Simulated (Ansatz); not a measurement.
System: α-quartz-type GeO2 (metastable phase). Method: PBE-D3(BJ) (Ansatz, a quantum-chemistry and plane-wave program, PAW).

Settings: plane-wave cutoff 520 eV, 12×12×6 k mesh (along the axes of the cell as run), Fermi–Dirac smearing 0.01 eV, scalar-relativistic PAW data made under PBE.

Properties against volume:

Shape and atoms are relaxed at each volume.

```tsv
V (Å³/atom)	P (GPa)	direct gap at Γ (eV)	smallest gap on the k mesh (eV)	c (Å)
13.175	1.71	3.382	3.336	5.684
13.450	0.82	3.365	3.319	5.703
13.724	0.00	3.345	3.296	5.720
13.999	-0.74	3.325	3.267	5.739
14.273	-1.44	3.303	3.234	5.760
```

A straight line through the gaps at Γ against ln V gives a volume deformation potential dE_g(Γ)/d ln V of -1.0 eV: the gap at Γ widens under compression.

Note: the bulk modulus comes from volumes at which shape and atoms were relaxed.

Spin–orbit coupling is not included.
